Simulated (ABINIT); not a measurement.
Write the native input for ABINIT 10.8.3 (patched build) that does the following.

```yaml
Task: equation of state
Functional: LDA-PZ
Potentials_or_basis: JTH PAW LDA v2.0
Cutoff: 463 eV
k_mesh: 7 × 7 × 7
Occupations: fermi-dirac, width 0.05 eV
Spin: no spin polarisation
Fine-grid_cutoff: 925.187 eV
```

The system is TePb.

```
Pb Te
1.0
     0.00000    3.23100    3.23100
     3.23100    0.00000    3.23100
     3.23100    3.23100    0.00000
Pb Te
1 1
Direct
  0.00000 0.00000 0.00000
  0.50000 0.50000 0.50000
```

The input as run:

run.abi

```
ndtset 7
getwfk -1
scalecart1 3*0.9795861087
scalecart2 3*0.9864848297
scalecart3 3*0.9932883884
scalecart4 3*1.0000000000
scalecart5 3*1.0066227096
scalecart6 3*1.0131594038
scalecart7 3*1.0196128224

pp_dirpath "./"
pseudos "Pb.LDA_PW-JTH.xml, Te.LDA_PW-JTH.xml"

acell 4.56932402 4.56932402 4.56932402 Angstrom
rprim
     0.0000000000     0.7071067812     0.7071067812
     0.7071067812     0.0000000000     0.7071067812
     0.7071067812     0.7071067812     0.0000000000
ntypat 2
znucl 82 52
natom 2
typat 1 2
xred
     0.0000000000     0.0000000000     0.0000000000
     0.5000000000     0.5000000000     0.5000000000

ecut 17.0
pawecutdg 34.0

kptopt 1
ngkpt 7 7 7
nshiftk 1
shiftk 0.0 0.0 0.0

ixc 2

nband 14
occopt 3
tsmear 0.05 eV

nstep 100
tolvrs 1.0e-9

iomode 3
prtwf 1
prtden 0
prteig 0
prtebands 0
```

Potentials or basis: JTH PAW LDA v2.0.

Run with:

```console
$ abinit run.abi > log 2>&1
```

It gave:

The equilibrium volume is 32.44 Å³/atom and the bulk modulus is 48 GPa. The pressure derivative of the bulk modulus is 3.9 (rough: it moves with the points fitted).

Caveat: the cutoff is too short for stress, so the log's stress isn't used; pressures at fixed basis lie under the slope of the energies.

It took 85 s on 1 thread of Arm Neoverse V1, with other jobs on the host, peak memory 0.14 GiB.
